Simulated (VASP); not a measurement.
# Mo (Im-3m) in VASP: settings compared, part 2 of 2

VASP 6.6.1.

**3. Relaxation of cell and atoms, LDA, target pressure 22 GPa, at which the enthalpy is minimised**

This run uses another cell than the first one, of 14.15 Å³/atom, 0.908 times its volume.

Input file INCAR:

```
PREC = Accurate ; ENCUT = 600
EDIFF = 1E-7 ; ISMEAR = 1
SIGMA = 0.1 ; LREAL = F
LASPH = T ; NELM = 80
ALGO = Normal ; ISIF = 3
LWAVE = F ; LCHARG = F
GGA = CA ; IBRION = 2
NSW = 90 ; EDIFFG = -0.005
PSTRESS = 220.0
```

Input file KPOINTS:

```
regular mesh
0
Gamma
  16 16 16
```

Input file POSCAR:

```
Mo                                      
1.0
   -1.5235723706      1.5235723706      1.5235723706
    1.5235723706     -1.5235723706      1.5235723706
    1.5235723706      1.5235723706     -1.5235723706
  Mo            
     1
Direct
     0.0000000000000000    0.0000000000000000    0.0000000000000000
```

Potentials or basis: VASP PAW LDA potentials, release 64 (Mo_sv).

Launch:

```sh
$ cat potpaw_LDA.64/Mo_sv/POTCAR > POTCAR
$ mpirun -np 1 vasp_std > vasp.out
```

It took 8.4 s on 1 thread of Intel Xeon 6975P-C (Granite Rapids), shared host; peak memory 0.15 GiB.

It converged, with:

| Property | Result |
| --- | --- |
| Free energy | -12.0724 eV |
| Pressure after relaxing | 22.0 GPa |
| Band gap on the k mesh | none (metal or under the smearing width) |

Final structure:
```
Mo
1.0
    -1.52357    1.52357    1.52357
     1.52357   -1.52357    1.52357
     1.52357    1.52357   -1.52357
Mo
1
Direct
  0.00000 0.00000 0.00000
```

Levels at points of the mesh, in eV from the Fermi level:
| k point | band 3 | band 4 | band 5 | band 6 | band 7 | band 8 | band 9 | band 10 | band 11 |
| --- | --- | --- | --- | --- | --- | --- | --- | --- | --- |
| (0.00, 0.00, 0.00) | -34.19 | -34.19 | -7.57 | -1.63 | -1.63 | -1.63 | 1.76 | 1.76 | 14.89 |
| (0.50, 0.00, 0.00) | -34.80 | -34.22 | -6.02 | -3.97 | 1.86 | 2.07 | 2.57 | 5.48 | 12.09 |
| (0.50, 0.50, 0.50) | -35.51 | -35.51 | -6.34 | -6.34 | 4.56 | 4.56 | 4.56 | 9.82 | 9.82 |

Caveat: the relaxation stopped at its first step, so nothing moved; the cell is relaxed towards a set pressure, so the enthalpy falls and the energy may rise.

**4. Relaxation of cell and atoms, AM05**

Input file INCAR:

```
PREC = Accurate
ENCUT = 600
EDIFF = 1E-6
ISMEAR = 1
SIGMA = 0.1
LREAL = False
LASPH = True
NELM = 80
ALGO = Normal
ISIF = 3
LWAVE = False
LCHARG = False
GGA = AM
IBRION = 2
NSW = 90
EDIFFG = -0.01
```

Input file KPOINTS:

```
Automatic mesh
0
Gamma
  16 16 16
```

Input file POSCAR:

```
Mo
1.0
   -1.5734150000      1.5734150000      1.5734150000
    1.5734150000     -1.5734150000      1.5734150000
    1.5734150000      1.5734150000     -1.5734150000
Mo
1
Direct
    0.0000000000      0.0000000000      0.0000000000
```

Potentials or basis: VASP PAW PBE potentials, release 64 (Mo_sv).

Launch:

```sh
$ cat potpaw_PBE.64/Mo_sv/POTCAR > POTCAR
$ mpirun -np 1 vasp_std > vasp.out
```

It took 61 s on 1 thread of Intel Xeon Platinum 8259CL at 2.50GHz (Skylake/Cascade Lake), shared host; peak memory 0.17 GiB.

The run converged. Its results:

| Property | Result |
| --- | --- |
| Free energy | -11.5383 eV |
| Relaxed volume | 15.27 Å³/atom |
| Relaxed cell | a = 2.707 Å, b = 2.707 Å, c = 2.707 Å, α = 109.47°, β = 109.47°, γ = 109.47° |
| Space group after relaxing (to 0.05 Å) | Im-3m (No. 229) |
| Energy gained by relaxing | 5.5 meV/atom |
| Ionic steps | 4 |
| Pressure after relaxing | 0.0 GPa |
| Band gap on the k mesh | none (metal or under the smearing width) |

The path:
```
step  energy change (eV)  largest force (eV/Å)  pressure (GPa)  volume (Å³)
   1              0.0000                0.0000           -5.53        15.58
   2              0.0427                0.0000           18.73        14.40
   3             -0.0055                0.0000           -0.11        15.27
   4             -0.0055                0.0000           -0.04        15.27
```

Final structure:
```
Mo
1.0
    -1.56281    1.56281    1.56281
     1.56281   -1.56281    1.56281
     1.56281    1.56281   -1.56281
Mo
1
Cartesian
  0.0000 0.0000 0.0000
```

Levels at points of the mesh, in eV from the Fermi level:
| k point | band 5 | band 6 | band 7 | band 8 | band 9 | band 10 |
| --- | --- | --- | --- | --- | --- | --- |
| (0.00, 0.00, 0.00) | -7.38 | -1.41 | -1.41 | -1.41 | 1.68 | 1.68 |
| (0.50, 0.00, 0.00) | -5.51 | -3.52 | 1.65 | 1.74 | 2.38 | 4.94 |
| (0.50, 0.50, 0.50) | -5.67 | -5.67 | 4.14 | 4.14 | 4.14 | 9.19 |

Caveat: the PAW data sets were made with another functional, which shifts forces and pressure a little.

**5. Relaxation of cell and atoms, AM05**

This run uses another cell than the first one, of 15.27 Å³/atom, 0.980 times its volume.

INCAR: that of step 4 with these lines changed.

```diff
@@ -2,3 +2,3 @@
 ENCUT = 600
-EDIFF = 1E-6
+EDIFF = 1E-7
 ISMEAR = 1
@@ -15,2 +15,2 @@
 NSW = 90
-EDIFFG = -0.01
+EDIFFG = -0.005
```

KPOINTS is that of step 4.

Input file POSCAR:

```
Mo                                      
1.0
   -1.5628130032      1.5628130032      1.5628130032
    1.5628130032     -1.5628130032      1.5628130032
    1.5628130032      1.5628130032     -1.5628130032
  Mo            
     1
Direct
     0.0000000000000000    0.0000000000000000    0.0000000000000000
```

Potentials or basis: VASP PAW PBE potentials, release 64 (Mo_sv).

Launch:

```sh
$ cat potpaw_PBE.64/Mo_sv/POTCAR > POTCAR
$ mpirun -np 1 vasp_std > vasp.out
```

OUTCAR:

```text
PREC = Accurate
   ENCUT = 600
   EDIFF = 1E-7
   ISMEAR = 1
   LREAL = False
   LASPH = True
   NELM = 80
   ISIF = 3
   GGA = AM
   IBRION = 2
   NSW = 90
   EDIFFG = -0.005

 ion  position               nearest neighbor table
   1  0.000  0.000  0.000-

  LATTYP: Found a body centered cubic cell.
 ALAT       =     3.1256260064

  Lattice vectors:

 A1 = (  -1.5628130032,   1.5628130032,   1.5628130032)
[... 520 lines left out ...]

 [... further k-points ...]

------------------------ aborting loop because EDIFF is reached ----------------------------------------

  FORCE on cell =-STRESS in cart. coord.  units (eV):
  Direction    XX          YY          ZZ          XY          YZ          ZX
  --------------------------------------------------------------------------------------
  -------------------------------------------------------------------------------------
  Total       -0.0028089     -0.0028089     -0.0028089      0.0000000      0.0000000      0.0000000
  in kB       -0.2947549     -0.2947549     -0.2947549      0.0000000      0.0000000      0.0000000
  external PRESSURE =      -0.2947549 kB  Pullay stress =       0.0000000 kB

 VOLUME and BASIS-vectors are now :
 -----------------------------------------------------------------------------
  energy-cutoff  :      600.00
  volume of cell :       15.27
      direct lattice vectors                 reciprocal lattice vectors
    -1.562813003  1.562813003  1.562813003     0.000000000  0.319935910  0.319935910
     1.562813003 -1.562813003  1.562813003     0.319935910  0.000000000  0.319935910
     1.562813003  1.562813003 -1.562813003     0.319935910  0.319935910  0.000000000

 POSITION                                       TOTAL-FORCE (eV/Angst)
 -----------------------------------------------------------------------------------
      0.00000      0.00000      0.00000        -0.000000     -0.000000      0.000000
 -----------------------------------------------------------------------------------
    total drift:                                0.000000      0.000000      0.000000

  FREE ENERGIE OF THE ION-ELECTRON SYSTEM (eV)
  ---------------------------------------------------
  free  energy   TOTEN  =       -11.5378991698 eV

  energy  without entropy=      -11.5384141593  energy(sigma->0) =      -11.53807083

 reached required accuracy - stopping structural energy minimisation
```

CONTCAR:

```text
Mo
   1.00000000000000
    -1.5628130032000001    1.5628130032000001    1.5628130032000001
     1.5628130032000001   -1.5628130032000001    1.5628130032000001
     1.5628130032000001    1.5628130032000001   -1.5628130032000001
  Mo
     1
Direct
     0.0000000000000000    0.0000000000000000    0.0000000000000000

  0.00000000E+00  0.00000000E+00  0.00000000E+00
```

It took 33 s on 1 thread of Intel Xeon Platinum 8259CL at 2.50GHz (Skylake/Cascade Lake), shared host; peak memory 0.16 GiB.

Results:

```
Free energy             : -11.5379 eV
Pressure after relaxing : 0.0 GPa
Band gap on the k mesh  : none (metal or under the smearing width)
```

Final structure:
```
CELL_PARAMETERS angstrom
-1.56281 1.56281 1.56281
1.56281 -1.56281 1.56281
1.56281 1.56281 -1.56281
ATOMIC_POSITIONS crystal
Mo 0.00000 0.00000 0.00000
```

Caveat: the relaxation stopped at its first step, so nothing moved; the PAW data sets were made with another functional, which shifts forces and pressure a little.
